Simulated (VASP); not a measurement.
# BeTe (P4_2/mnm) in VASP: relaxation of cell and atoms with PBE

Aim: the relaxation of cell and atoms of BeTe with PBE.

All numbers are computed with VASP 6.6.1; they aren't measurements. Logs are shortened: lines on timing, memory, paths and dates and some standing lists are left out, and cuts for length are marked.

### 1 The crystal as given

Symmetry: P4_2/mnm, No. 136, tetragonal system. Conventional cell: a = 6.950 Å, b = 6.950 Å, c = 4.000 Å, α = 90.00°, β = 90.00°, γ = 90.00°. Around Be (site symmetry m2m) lie 4 Te at 2.46 to 2.47 Å. Te (site symmetry m2m) has 4 Be at 2.46 to 2.47 Å as nearest neighbours.

The cell was built by a generator and needn't be a form met in nature.

### 2 Relaxation of cell and atoms, PBE

INCAR

```
SYSTEM = BeTe
PREC = Normal ; ENCUT = 520
EDIFF = 1E-4 ; ISMEAR = 0
SIGMA = 0.15 ; LREAL = .False.
LASPH = .True. ; NELM = 60
ALGO = Fast ; ISIF = 3
LWAVE = .False. ; LCHARG = .False.
GGA = PE ; IBRION = 2
NSW = 24 ; EDIFFG = -0.08
KPAR = 2
```

KPOINTS

```
regular mesh
0
Gamma
  2 2 4
  0 0 0
```

POSCAR

```
BeTe
1.0
    6.9500000000      0.0000000000      0.0000000000
    0.0000000000      6.9500000000      0.0000000000
    0.0000000000      0.0000000000      4.0000000000
Be Te
4 4
Direct
    0.1640000000      0.1640000000      0.5000000000
    0.6640000000      0.3360000000      0.0000000000
    0.3360000000      0.6640000000      0.0000000000
    0.8360000000      0.8360000000      0.5000000000
    0.3100000000      0.3100000000      0.0000000000
    0.8100000000      0.1900000000      0.5000000000
    0.1900000000      0.8100000000      0.5000000000
    0.6900000000      0.6900000000      0.0000000000
```

Potentials or basis: VASP PAW PBE potentials, release 64 (Be, Te).

Launch:

```sh
$ cat potpaw_PBE.64/Be/POTCAR potpaw_PBE.64/Te/POTCAR > POTCAR
$ mpirun -np 2 vasp_std > vasp.out
```

OUTCAR:

```text
SYSTEM = BeTe
   PREC = Normal
   ENCUT = 520
   EDIFF = 1E-4
   ISMEAR = 0
   LREAL = .False.
   LASPH = .True.
   NELM = 60
   ISIF = 3
   GGA = PE
   IBRION = 2
   NSW = 24
   EDIFFG = -0.08

 ion  position               nearest neighbor table
   1  0.164  0.164  0.500-   5 2.46   5 2.46   7 2.47   6 2.47
   2  0.664  0.336  0.000-   6 2.46   6 2.46   8 2.47   5 2.47
   3  0.336  0.664  0.000-   7 2.46   7 2.46   8 2.47   5 2.47
   4  0.836  0.836  0.500-   8 2.46   8 2.46   6 2.47   7 2.47
   5  0.310  0.310  0.000-   1 2.46   1 2.46   3 2.47   2 2.47
   6  0.810  0.190  0.500-   2 2.46   2 2.46   4 2.47   1 2.47
   7  0.190  0.810  0.500-   3 2.46   3 2.46   4 2.47   1 2.47
   8  0.690  0.690  0.000-   4 2.46   4 2.46   2 2.47   3 2.47

  LATTYP: Found a simple tetragonal cell.
 ALAT       =     6.9500000000
 C/A-ratio  =     0.5755395683

  Lattice vectors:

 A1 = (   6.9500000000,   0.0000000000,   0.0000000000)
 A2 = (   0.0000000000,   6.9500000000,   0.0000000000)
 A3 = (   0.0000000000,   0.0000000000,   4.0000000000)

Analysis of symmetry for initial positions (statically):
=====================================================================
 Subroutine PRICEL returns:
 Original cell was already a primitive cell.

 Routine SETGRP: Setting up the symmetry group for a
 simple tetragonal supercell.

 Subroutine GETGRP returns: Found 16 space group operations
 (whereof  8 operations were pure point group operations)
 out of a pool of 16 trial point group operations.

The static configuration has the point symmetry D_2h.
 The point group associated with its full space group is D_4h.

Analysis of symmetry for dynamics (positions and initial velocities):
=====================================================================
 Subroutine PRICEL returns:
 Original cell was already a primitive cell.

 Routine SETGRP: Setting up the symmetry group for a
 simple tetragonal supercell.

 Subroutine GETGRP returns: Found 16 space group operations
 (whereof  8 operations were pure point group operations)
 out of a pool of 16 trial point group operations.

The dynamic configuration has the point symmetry D_2h.
 The point group associated with its full space group is D_4h.

 Subroutine INISYM returns: Found 16 space group operations
 (whereof  8 operations are pure point group operations),
 and found     1 'primitive' translations

----------------------------------------------------------------------------------------

                                     Primitive cell

  volume of cell :     193.2100

  direct lattice vectors                    reciprocal lattice vectors
[... 79 lines left out ...]
   LSORBIT =      F    spin-orbit coupling
   LASPH  =      T    aspherical Exc in radial PAW
   ENCUT  =  520.0 eV  38.22 Ry    6.18 a.u.  12.92 12.92  7.44*2*pi/ulx,y,z
   NELM   =     60;   NELMIN=  2; NELMDL= -5     # of ELM steps
   EDIFF  = 0.1E-03   stopping-criterion for ELM
   LREAL  =      F    real-space projection
   EDIFFG = -.8E-01   stopping-criterion for IOM
   NSW    =     24    number of steps for IOM
   IBRION =      2    ionic relax: 0-MD 1-quasi-New 2-CG
   NFREE  =      1    steps in history (QN), initial steepest desc. (CG)
   ISIF   =      3    stress and relaxation
   ISYM   =      2    0-nonsym 1-usesym 2-fastsym
   POTIM  = 0.5000    time-step for ionic-motion
   TEBEG  =    0.0;   TEEND  =   0.0 temperature during run
   PSTRESS=    0.0 pullay stress
   NELECT =      32.0000    total number of electrons
   NUPDOWN=      -1.0000    fix difference up-down
   EMIN   =  10.00;   EMAX   =-10.00  energy-range for DOS
   EFERMI =   0.00;   METHOD = LEGACY
   ISMEAR =     0;   SIGMA  =   0.15  broadening in eV -4-tet -1-fermi 0-gaus
   EFERMI_NEDOS =   21; number of points for ismear=-14 and -15
   IALGO  =     68    algorithm
   IMIX   =      4    mixing-type and parameters
     AMIX     =   0.40;   BMIX     =  1.00
     AMIX_MAG =   1.60;   BMIX_MAG =  1.00
  volume/ion in A,a.u.               =      24.15       162.98
  Fermi-wavevector in a.u.,A,eV,Ry     =   0.899045  1.698949 10.997353  0.808283
  Thomas-Fermi vector in A             =   2.021830
   LORBIT       =      0    0 simple, 1 ext, 2 COOP (PROOUT), +10 PAW based schemes
   GGA     = PE    functional components
   LHFCALC =     F    Hartree Fock is set to
   AEXX    =    0.0000 exact exchange contribution
   IVDW    =     0    specifies the selected vdW correction
   LEPSILON=     F    determine dielectric tensor
   LRPA    =     F    only Hartree local field effects (RPA)
 conjugate gradient relaxation of ions
 non-spin polarized calculation
 RMM-DIIS sequential band-by-band and
 Gauss-broadening in eV      SIGMA  =   0.15
  energy-cutoff  :      520.00
  volume of cell :      193.21
 maximum number of plane-waves:      5228
   NGX = 25   NGY = 25   NGZ = 15

--------------------------------------- Ionic step        1  -------------------------------------------

 number of electron      31.9999998 magnetization

 Free energy of the ion-electron system (eV)
  ---------------------------------------------------
  ext. energy  EPLUGINS =         0.00000000
  ---------------------------------------------------
  free energy    TOTEN  =       -29.91799022 eV

  energy without entropy =      -29.91799022  energy(sigma->0) =      -29.91799022

------------------------ aborting loop because EDIFF is reached ----------------------------------------

  FORCE on cell =-STRESS in cart. coord.  units (eV):
  Direction    XX          YY          ZZ          XY          YZ          ZX
  --------------------------------------------------------------------------------------
  -------------------------------------------------------------------------------------
  Total       -0.8082107     -0.8082107      0.1911119      0.0000000      0.0000000      0.0000000
  in kB       -6.7020181     -6.7020181      1.5847793      0.0000000      0.0000000      0.0000000
  external PRESSURE =      -3.9397523 kB  Pullay stress =       0.0000000 kB
[... 113 lines left out ...]
--------------------------------------- Ionic step        4  -------------------------------------------

 number of electron      31.9999989 magnetization

 Free energy of the ion-electron system (eV)
  ---------------------------------------------------
  ext. energy  EPLUGINS =         0.00000000
  ---------------------------------------------------
  free energy    TOTEN  =       -29.95928343 eV

  energy without entropy =      -29.95928343  energy(sigma->0) =      -29.95928343

 E-fermi :   5.1176     XC(G=0):  -8.7186

 val. band max:        4.4337716420   @ k =   0.0000   0.0000   0.0000
 cond. band min:       6.4617284929   @ k =   0.0000   0.0000   0.2500
 fundamental gap:      2.0279568508
 Fermi energy:         5.1175796747

 k-point     1 :       0.0000    0.0000    0.0000
  band No.  band energies     occupation
      1      -7.6544      2.00000
      2      -6.4015      2.00000
      3      -6.4015      2.00000
      4      -6.1117      2.00000
      5      -1.2229      2.00000
      6       0.1261      2.00000
[... 240 lines left out ...]
  FREE ENERGIE OF THE ION-ELECTRON SYSTEM (eV)
  ---------------------------------------------------
  free  energy   TOTEN  =       -29.9592834308 eV

  energy  without entropy=      -29.9592834308  energy(sigma->0) =      -29.95928343

 reached required accuracy - stopping structural energy minimisation
```

OSZICAR:

```text
N       E                     dE             d eps       ncg     rms          rms(c)
DAV:   1     0.132861538332E+03    0.13286E+03   -0.11831E+04   378   0.123E+03
DAV:   2    -0.194870023856E+02   -0.15235E+03   -0.14547E+03   513   0.181E+02
DAV:   3    -0.300406585200E+02   -0.10554E+02   -0.10330E+02   471   0.554E+01
[... 25 lines left out ...]
DAV:   1    -0.299702184545E+02   -0.16622E-01   -0.35242E-01   418   0.279E+00    0.603E-01
RMM:   2    -0.299621143260E+02    0.81041E-02   -0.15521E-02   378   0.712E-01    0.292E-01
RMM:   3    -0.299592487361E+02    0.28656E-02   -0.11925E-02   378   0.452E-01    0.748E-02
RMM:   4    -0.299592924959E+02   -0.43760E-04   -0.14338E-03   387   0.203E-01    0.841E-02
RMM:   5    -0.299592834308E+02    0.90652E-05   -0.19556E-04   236   0.875E-02
   4 F= -.29959283E+02 E0= -.29959283E+02  d E =-.568094E-02
```

CONTCAR:

```text
BeTe
   1.00000000000000
     6.8729012703483390   -0.0000000000000000    0.0000000000000000
    -0.0000000000000000    6.8729012703483390    0.0000000000000000
     0.0000000000000000    0.0000000000000000    4.0472686779658851
  Be              Te
     4     4
Direct
     0.1684380458087006    0.1684380458087006    0.5000000000000000
     0.6684380458087006    0.3315619541912995    0.0000000000000000
     0.3315619541912995    0.6684380458087006    0.0000000000000000
     0.8315619541912994    0.8315619541912994    0.5000000000000000
     0.3084366657044874    0.3084366657044874    1.0000000000000000
     0.8084366657044874    0.1915633342955126    0.5000000000000000
     0.1915633342955126    0.8084366657044874    0.5000000000000000
     0.6915633342955126    0.6915633342955126    0.0000000000000000

  0.00000000E+00  0.00000000E+00  0.00000000E+00
  0.00000000E+00  0.00000000E+00  0.00000000E+00
  0.00000000E+00  0.00000000E+00  0.00000000E+00
  0.00000000E+00  0.00000000E+00  0.00000000E+00
  0.00000000E+00  0.00000000E+00  0.00000000E+00
  0.00000000E+00  0.00000000E+00  0.00000000E+00
  0.00000000E+00  0.00000000E+00  0.00000000E+00
  0.00000000E+00  0.00000000E+00  0.00000000E+00
```

It took 21 s on 2 MPI ranks of Intel Xeon Platinum 8559C (Emerald Rapids), shared host; peak memory 0.19 GiB.

Results:

```yaml
Free_energy: -29.9593 eV
Relaxed_volume: 23.90 Å³/atom
Relaxed_cell: a = 6.873 Å, b = 6.873 Å, c = 4.047 Å, α = 90.00°, β = 90.00°, γ = 90.00°
Space_group_after_relaxing_to_0.05_Å: P4_2/mnm (No. 136)
Energy_gained_by_relaxing: 5.2 meV/atom
Ionic_steps: 4
Pressure_after_relaxing: 0.0 GPa
Largest_force_after_relaxing: 0.058 eV/Å
Band_gap_on_the_k_mesh: 2.03 eV, indirect (least direct gap 2.13 eV)
```

Forces in eV/Å, atoms in the order of the input:
```
Be   0.017  0.017  0.000
Be   0.017 -0.017  0.000
Be  -0.017  0.017  0.000
Be  -0.017 -0.017  0.000
Te   0.041  0.041  0.000
Te   0.041 -0.041  0.000
Te  -0.041  0.041  0.000
Te  -0.041 -0.041  0.000
```

Stress tensor (GPa, compression positive):
```
 0.00  0.00  0.00
 0.00  0.00  0.00
 0.00  0.00 -0.12
```

The path:
```tsv
step	energy change (eV)	largest force (eV/Å)	pressure (GPa)	volume (Å³)
1	0.0000	0.3198	-0.39	193.21
2	-0.0251	0.1984	-0.02	191.55
3	-0.0356	0.0742	0.46	189.52
4	-0.0413	0.0582	-0.04	191.18
```

Final structure:
```
Be Te
1.0
     6.87290    0.00000    0.00000
     0.00000    6.87290    0.00000
     0.00000    0.00000    4.04727
Be Te
4 4
Direct
  0.16844 0.16844 0.50000
  0.66844 0.33156 0.00000
  0.33156 0.66844 0.00000
  0.83156 0.83156 0.50000
  0.30844 0.30844 0.00000
  0.80844 0.19156 0.50000
  0.19156 0.80844 0.50000
  0.69156 0.69156 0.00000
```

Levels at points of the mesh, in eV from the valence-band top:
```
           k point  band 14  band 15  band 16  band 17  band 18  band 19
(0.00, 0.00, 0.00)    -0.20     0.00     0.00     2.13     2.90     3.14
(0.50, 0.00, 0.00)    -0.81    -0.80    -0.80     2.73     2.73     3.50
(0.50, 0.50, 0.00)    -1.50    -1.39    -1.39     2.97     2.97     3.33
(0.00, 0.00, 0.50)    -2.19    -1.96    -1.96     2.71     2.71     4.86
(0.50, 0.00, 0.50)    -1.94    -1.18    -1.18     2.57     2.57     3.75
(0.50, 0.50, 0.50)    -1.70    -1.30    -1.30     2.21     2.21     2.90
```

Caveat: the k mesh is coarse (spacing up to 0.45 Å⁻¹), so the values aren't converged; spin-orbit coupling is left out, which moves the levels of the heavy elements; the relaxation stopped at a loose force limit of 0.08 eV/Å, so its end isn't a converged minimum. PBE gaps usually lie below the measured ones, often by a third to a half.
